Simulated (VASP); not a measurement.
# As (P-1) in VASP: further runs

One crystal, As, is run at these levels: PBE, RPBE; tasks: relaxation of cell and atoms, relaxation of the atoms.

Everything below comes from runs of VASP 6.6.1. Logs are shortened: lines on timing, memory, paths and dates and some standing lists are left out, and cuts for length are marked.

### 1 The cell of the first run

The typed cell holds 1 atom: a = 2.999 Å, b = 2.598 Å, c = 2.582 Å, α = 78.73°, β = 76.84°, γ = 93.49°.

### 2 Relaxation of cell and atoms, PBE (cell sheared at random, sigma 0.1, atoms nudged by 0.01 Å)

File INCAR:

```
ALGO = Fast
EDIFF = 1E-6
EDIFFG = -0.005
ENCUT = 600
GGA = PE
IBRION = 2
ISIF = 3
ISMEAR = 0
LASPH = True
LCHARG = False
LREAL = False
LWAVE = False
NELM = 80
NSW = 40
PREC = Accurate
SIGMA = 0.05
```

File KPOINTS:

```
k-points
0
Gamma
  9 10 11
```

File POSCAR:

```
As
1.0
    2.9794804000     -0.1006165900      0.3237709600
   -0.1006165900      2.5830128800      0.2618843200
    0.3237709600      0.2618843200      2.5485519600
As
1
Direct
    0.5000000000      0.5000000000      0.5000000000
```

Potentials or basis: VASP PAW PBE potentials, release 64 (As).

Started as:

```
> cat potpaw_PBE.64/As/POTCAR > POTCAR
> mpirun -np 1 vasp_std > vasp.out
```

OUTCAR:

```text
EDIFF = 1E-6
   EDIFFG = -0.005
   ENCUT = 600
   GGA = PE
   IBRION = 2
   ISIF = 3
   ISMEAR = 0
   LASPH = True
   LREAL = False
   NELM = 80
   NSW = 40
   PREC = Accurate

 ion  position               nearest neighbor table
   1  0.500  0.500  0.500-

  LATTYP: Found a triclinic cell.
 ALAT       =     5.6561247992
 B/A-ratio  =     0.6800035884
 C/A-ratio  =     0.9385301920
 COS(alpha) =     0.0061830983
 COS(beta)  =     0.5422128882
 COS(gamma) =     0.8271459042

  Lattice vectors:

 A1 = (   2.4544762600,   4.8035248500,  -1.7010123600)
 A2 = (   2.8788638100,   2.4823962900,   0.5856552800)
 A3 = (  -0.7481585100,   2.0592442400,  -4.8352196000)

Analysis of symmetry for initial positions (statically):
=====================================================================
 Subroutine PRICEL returns:
 Original cell was already a primitive cell.

 Routine SETGRP: Setting up the symmetry group for a
 triclinic supercell.

 Subroutine GETGRP returns: Found  2 space group operations
 (whereof  2 operations were pure point group operations)
 out of a pool of  2 trial point group operations.

The static configuration has the point symmetry S_2 .

Analysis of symmetry for dynamics (positions and initial velocities):
=====================================================================
 Subroutine PRICEL returns:
 Original cell was already a primitive cell.

 Routine SETGRP: Setting up the symmetry group for a
 triclinic supercell.

 Subroutine GETGRP returns: Found  2 space group operations
 (whereof  2 operations were pure point group operations)
 out of a pool of  2 trial point group operations.

The dynamic configuration has the point symmetry S_2 .

 Subroutine INISYM returns: Found  2 space group operations
 (whereof  2 operations are pure point group operations),
 and found     1 'primitive' translations

----------------------------------------------------------------------------------------

                                     Primitive cell

  volume of cell :      19.0958

  direct lattice vectors                    reciprocal lattice vectors
     2.979480400 -0.100616590  0.323770960     0.341141460  0.017868729 -0.045175158
    -0.100616590  2.583012880  0.261884320     0.017868729  0.392156622 -0.042567327
     0.323770960  0.261884320  2.548551960    -0.045175158 -0.042567327  0.402492920

  length of vectors
     2.998708853  2.598203732  2.582349342     0.344583201  0.394864642  0.407250934

  position of ions in fractional coordinates (direct lattice)
     0.500000000  0.500000000  0.500000000

  ion indices of the primitive-cell ions
   primitive index   ion index
                 1           1

----------------------------------------------------------------------------------------

 KPOINTS: k-points

Automatic generation of k-mesh.
 Grid dimensions read from file:
 generate k-points for:    9   10   11

 Generating k-lattice:

  Cartesian coordinates                     Fractional coordinates (reciprocal lattice)
     0.037904607  0.001985414 -0.005019462     0.111111111  0.000000000 -0.000000000
     0.001786873  0.039215662 -0.004256733     0.000000000  0.100000000  0.000000000
    -0.004106833 -0.003869757  0.036590265     0.000000000  0.000000000  0.090909091

  Length of vectors
     0.038287022  0.039486464  0.037022812

  Shift w.r.t. Gamma in fractional coordinates (k-lattice)
     0.000000000  0.000000000  0.000000000

 Subroutine IBZKPT returns following result:
 ===========================================

 Found    496 irreducible k-points:

 Following reciprocal coordinates:
            Coordinates               Weight
  0.000000  0.000000  0.000000      1.000000
  0.111111 -0.000000  0.000000      2.000000
  0.222222 -0.000000  0.000000      2.000000
  0.333333 -0.000000  0.000000      2.000000
  0.444444 -0.000000  0.000000      2.000000
  0.000000  0.100000  0.000000      2.000000
[... 16 lines left out ...]
 -0.111111  0.200000 -0.000000      2.000000
 -0.000000  0.300000 -0.000000      2.000000
 [... further k-points ...]
   k-points           NKPTS =    496   k-points in BZ     NKDIM =    496   number of bands    NBANDS=      6
   number of dos      NEDOS =    301   number of ions     NIONS =      1
   total plane-waves  NPLWV =  13824
   dimension x,y,z NGX =    24 NGY =   24 NGZ =   24
   dimension x,y,z NGXF=    48 NGYF=   48 NGZF=   48
   ions per type =               1
   NGX,Y,Z   is equivalent  to a cutoff of  13.31, 15.36, 15.45 a.u.
   NGXF,Y,Z  is equivalent  to a cutoff of  26.61, 30.71, 30.90 a.u.
 SYSTEM =  unknown system
   PREC   = accura    normal or accurate (medium, high low for compatibility)
   ISTART =      0    job   : 0-new  1-cont  2-samecut
   ICHARG =      2    charge: 1-file 2-atom 10-const
   ISPIN  =      1    spin polarized calculation?
   LNONCOLLINEAR =      F non collinear calculations
   LSORBIT =      F    spin-orbit coupling
   LASPH  =      T    aspherical Exc in radial PAW
   ENCUT  =  600.0 eV  44.10 Ry    6.64 a.u.   5.99  5.19  5.16*2*pi/ulx,y,z
   NELM   =     80;   NELMIN=  2; NELMDL= -5     # of ELM steps
   EDIFF  = 0.1E-05   stopping-criterion for ELM
   LREAL  =      F    real-space projection
   EDIFFG = -.5E-02   stopping-criterion for IOM
   NSW    =     40    number of steps for IOM
   IBRION =      2    ionic relax: 0-MD 1-quasi-New 2-CG
   NFREE  =      1    steps in history (QN), initial steepest desc. (CG)
   ISIF   =      3    stress and relaxation
   ISYM   =      2    0-nonsym 1-usesym 2-fastsym
   POTIM  = 0.5000    time-step for ionic-motion
   TEBEG  =    0.0;   TEEND  =   0.0 temperature during run
   PSTRESS=    0.0 pullay stress
   NELECT =       5.0000    total number of electrons
   NUPDOWN=      -1.0000    fix difference up-down
   EMIN   =  10.00;   EMAX   =-10.00  energy-range for DOS
   EFERMI =   0.00;   METHOD = LEGACY
   ISMEAR =     0;   SIGMA  =   0.05  broadening in eV -4-tet -1-fermi 0-gaus
   EFERMI_NEDOS =   21; number of points for ismear=-14 and -15
   IALGO  =     68    algorithm
   IMIX   =      4    mixing-type and parameters
     AMIX     =   0.40;   BMIX     =  1.00
     AMIX_MAG =   1.60;   BMIX_MAG =  1.00
  volume/ion in A,a.u.               =      19.10       128.86
  Fermi-wavevector in a.u.,A,eV,Ry     =   1.047335  1.979177 14.924385  1.096911
  Thomas-Fermi vector in A             =   2.182211
   LORBIT       =      0    0 simple, 1 ext, 2 COOP (PROOUT), +10 PAW based schemes
   GGA     = PE    functional components
   LHFCALC =     F    Hartree Fock is set to
   AEXX    =    0.0000 exact exchange contribution
   IVDW    =     0    specifies the selected vdW correction
   LEPSILON=     F    determine dielectric tensor
   LRPA    =     F    only Hartree local field effects (RPA)
 conjugate gradient relaxation of ions
 non-spin polarized calculation
 RMM-DIIS sequential band-by-band and
 Gauss-broadening in eV      SIGMA  =   0.05
  energy-cutoff  :      600.00
  volume of cell :       19.10
 maximum number of plane-waves:       651
   NGX = 11   NGY = 11   NGZ = 11

--------------------------------------- Ionic step        1  -------------------------------------------

 number of electron       5.0000000 magnetization

 Free energy of the ion-electron system (eV)
  ---------------------------------------------------
  ext. energy  EPLUGINS =         0.00000000
  ---------------------------------------------------
  free energy    TOTEN  =        -4.25520945 eV

  energy without entropy =       -4.25445048  energy(sigma->0) =       -4.25482997

------------------------ aborting loop because EDIFF is reached ----------------------------------------

  FORCE on cell =-STRESS in cart. coord.  units (eV):
  Direction    XX          YY          ZZ          XY          YZ          ZX
  --------------------------------------------------------------------------------------
  -------------------------------------------------------------------------------------
  Total       -0.5821253      1.6151919      1.7341730     -0.0310625     -0.6913846     -0.2726878
  in kB      -48.8416004    135.5181636    145.5009439     -2.6062125    -58.0086912    -22.8791076
  external PRESSURE =      77.3925024 kB  Pullay stress =       0.0000000 kB
[... 86 lines left out ...]
  FREE ENERGIE OF THE ION-ELECTRON SYSTEM (eV)
  ---------------------------------------------------
  free  energy   TOTEN  =        -4.4169904109 eV

  energy  without entropy=       -4.4164595781  energy(sigma->0) =       -4.41672499

[... ionic steps 4 to 22 ...]

--------------------------------------- Ionic step       23  -------------------------------------------

 number of electron       5.0000000 magnetization

------------------------ aborting loop because EDIFF is reached ----------------------------------------

  FORCE on cell =-STRESS in cart. coord.  units (eV):
  Direction    XX          YY          ZZ          XY          YZ          ZX
  --------------------------------------------------------------------------------------
  -------------------------------------------------------------------------------------
  Total       -0.0098442     -0.0018435      0.0044840     -0.0014937      0.0008888     -0.0020824
  in kB       -0.7730286     -0.1447603      0.3521131     -0.1172975      0.0697929     -0.1635256
  external PRESSURE =      -0.1885586 kB  Pullay stress =       0.0000000 kB
[... 55 lines left out ...]
  energy  without entropy=       -4.5565912777  energy(sigma->0) =       -4.55672047

--------------------------------------- Ionic step       25  -------------------------------------------

 number of electron       5.0000000 magnetization

 Free energy of the ion-electron system (eV)
  ---------------------------------------------------
  ext. energy  EPLUGINS =         0.00000000
  ---------------------------------------------------
  free energy    TOTEN  =        -4.55684962 eV

  energy without entropy =       -4.55659030  energy(sigma->0) =       -4.55671996

 E-fermi :   5.5751     XC(G=0): -10.2964

 val. band max:        5.5277869206   @ k =  -0.1111   0.5000   0.2727
 cond. band min:       5.6227433725   @ k =  -0.2222  -0.4000   0.2727
 fundamental gap:      0.0949564519
 Fermi energy:         5.5751124858

 k-point     1 :       0.0000    0.0000    0.0000
  band No.  band energies     occupation
      1      -9.1217      2.00000
      2       9.4111      0.00000
      3       9.6111      0.00000
      4       9.8167      0.00000
      5      13.9589      0.00000
      6      14.1193      0.00000

 k-point     2 :       0.1111   -0.0000    0.0000
  band No.  band energies     occupation
      1      -8.9061      2.00000
      2       7.1658      0.00000
      3       9.7980      0.00000
      4      10.0035      0.00000
      5      14.3042      0.00000
      6      15.3665      0.00000
[... 190 lines left out ...]
 k-point    24 :      -0.0000    0.3000   -0.0000
  band No.  band energies     occupation
      1      -7.5973      2.00000
      2       1.9401      2.00000
      3      10.6551      0.00000
      4      11.0587      0.00000
      5      15.3826      0.00000
      6      16.9001      0.00000

 [... further k-points ...]

------------------------ aborting loop because EDIFF is reached ----------------------------------------

  FORCE on cell =-STRESS in cart. coord.  units (eV):
  Direction    XX          YY          ZZ          XY          YZ          ZX
  --------------------------------------------------------------------------------------
  -------------------------------------------------------------------------------------
  Total       -0.0038564      0.0001123      0.0022609     -0.0021184     -0.0005940      0.0008685
  in kB       -0.3029144      0.0088246      0.1775907     -0.1663952     -0.0466609      0.0682163
  external PRESSURE =      -0.0388330 kB  Pullay stress =       0.0000000 kB
[... 16 lines left out ...]
  FREE ENERGIE OF THE ION-ELECTRON SYSTEM (eV)
  ---------------------------------------------------
  free  energy   TOTEN  =        -4.5568496181 eV

  energy  without entropy=       -4.5565902982  energy(sigma->0) =       -4.55671996

 reached required accuracy - stopping structural energy minimisation
```

Run time: 5.1 min. Hardware: 1 thread of AMD EPYC 9R45 (Zen 5), shared host; peak memory 0.19 GiB.

What came out:

| Property | Result |
| --- | --- |
| Free energy | -4.5568 eV |
| Relaxed volume | 20.40 Å³/atom |
| Relaxed cell | a = 2.749 Å, b = 2.732 Å, c = 2.716 Å, α = 89.99°, β = 90.00°, γ = 89.98° |
| Space group after relaxing (to 0.05 Å) | Pm-3m (No. 221) |
| Energy gained by relaxing | 301.6 meV/atom |
| Ionic steps | 25 |
| Pressure after relaxing | 0.0 GPa |
| Band gap on the k mesh | none (metal or under the smearing width) |

The path:
```
step  energy change (eV)  largest force (eV/Å)  pressure (GPa)  volume (Å³)
   1              0.0000                0.0000            7.74        19.10
   2             -0.1617                0.0000           -4.63        21.66
   3             -0.1618                0.0000           -4.71        21.68
   4             -0.2439                0.0000           -1.51        20.66
   5             -0.2474                0.0000           -0.45        20.41
   6             -0.2834                0.0000            1.21        20.02
   7             -0.2908                0.0000            2.53        19.74
   8             -0.3001                0.0000           -0.88        20.62
   9             -0.3004                0.0000           -0.34        20.47
  10             -0.3011                0.0000           -0.02        20.39
  11             -0.3012                0.0000           -0.07        20.41
  12             -0.3013                0.0000            0.11        20.36
  13             -0.3014                0.0000            0.27        20.33
  14             -0.3015                0.0000            0.20        20.35
  15             -0.3014                0.0000           -0.03        20.41
  16             -0.3015                0.0000            0.11        20.37
  17             -0.3015                0.0000            0.08        20.38
  18             -0.3016                0.0000           -0.02        20.40
  19             -0.3016                0.0000           -0.09        20.42
  20             -0.3016                0.0000           -0.03        20.40
  21             -0.3016                0.0000            0.03        20.39
  22             -0.3016                0.0000            0.03        20.39
  23             -0.3016                0.0000           -0.02        20.40
  24             -0.3016                0.0000           -0.02        20.40
  25             -0.3016                0.0000            0.00        20.40
```

Final structure:
```
As
1.0
     2.74841   -0.01433    0.02710
     0.01512    2.73239    0.00355
    -0.02699   -0.00282    2.71578
As
1
Direct
  0.50000 0.50000 0.50000
```

### 3 Relaxation of the atoms, RPBE (cell sheared at random, sigma 0.1, atoms nudged by 0.01 Å)

File INCAR:

```
  PREC = Accurate
  ENCUT = 520
  EDIFF = 1E-6
  ISMEAR = 0
  SIGMA = 0.05
  LREAL = F
  LASPH = T
  NELM = 80
  ALGO = Normal
  ISIF = 2
  LWAVE = F
  LCHARG = F
  GGA = RP
  IBRION = 2
  NSW = 60
  EDIFFG = -0.01
```

File KPOINTS:

```
Automatic mesh
0
Gamma
  9 10 11
```

POSCAR is that of step 2.

Potentials or basis: VASP PAW PBE potentials, release 64 (As).

Started as:

```
> cat potpaw_PBE.64/As/POTCAR > POTCAR
> mpirun -np 1 vasp_std > vasp.out
```

Run time: 20 s. Hardware: 1 thread of AMD EPYC 9R45 (Zen 5), shared host; peak memory 0.14 GiB.

It converged, with:

```
Free energy             : -3.8522 eV
Pressure after relaxing : 9.4 GPa
Band gap on the k mesh  : none (metal or under the smearing width)
```

Stress tensor (GPa, compression positive):
```
-3.53 -0.28 -2.23
-0.28 15.33 -5.75
-2.23 -5.75 16.38
```

Final structure:
```xyz
1
Lattice="2.9795 -0.1006 0.3238 -0.1006 2.5830 0.2619 0.3238 0.2619 2.5486" Properties=species:S:1:pos:R:3 pbc="T T T"
As    1.6013    1.3721    1.5671
```

Levels at points of the mesh, in eV from the Fermi level:
| k point | band 1 | band 2 | band 3 | band 4 | band 5 | band 6 |
| --- | --- | --- | --- | --- | --- | --- |
| (0.00, 0.00, 0.00) | -15.34 | 1.47 | 5.87 | 6.68 | 7.35 | 10.45 |
| (0.00, 0.50, 0.00) | -11.21 | -7.25 | 4.02 | 7.87 | 9.69 | 12.39 |

Caveat: the relaxation stopped at its first step, so nothing moved; the PAW data sets were made with another functional, which shifts forces and pressure a little.
